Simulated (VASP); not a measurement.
The system is ZnO (zincite).

```xyz
4
Lattice="3.2493 0.0000 0.0000 -1.6247 2.8140 0.0000 0.0000 0.0000 5.2057" Properties=species:S:1:pos:R:3 pbc="T T T"
Zn    1.6247    0.9380    0.0000
Zn    0.0000    1.8760    2.6029
O     0.0000    1.8760    4.5759
O     1.6247    0.9380    1.9730
```

Base run:

```yaml
Program: VASP 6.6.1
Functional: RPBE
Potentials_or_basis: VASP PAW PBE potentials, release 64 (Zn, O)
Cutoff: 520 eV
k_mesh: 9 × 9 × 5
Occupations: fermi-dirac, width 0.05 eV
Spin: no spin polarisation
```

Its results: band gap on the k mesh 0.88 eV, direct.

The run is repeated on the same cell with these changes: functional from RPBE to LAK. What comes out?

Band gap on the k mesh 1.47 eV, direct.

LAK gives the wider gap, since meta-GGAs in the generalised Kohn-Sham scheme recover part of the derivative discontinuity.

Not every run made on this cell is shown here.
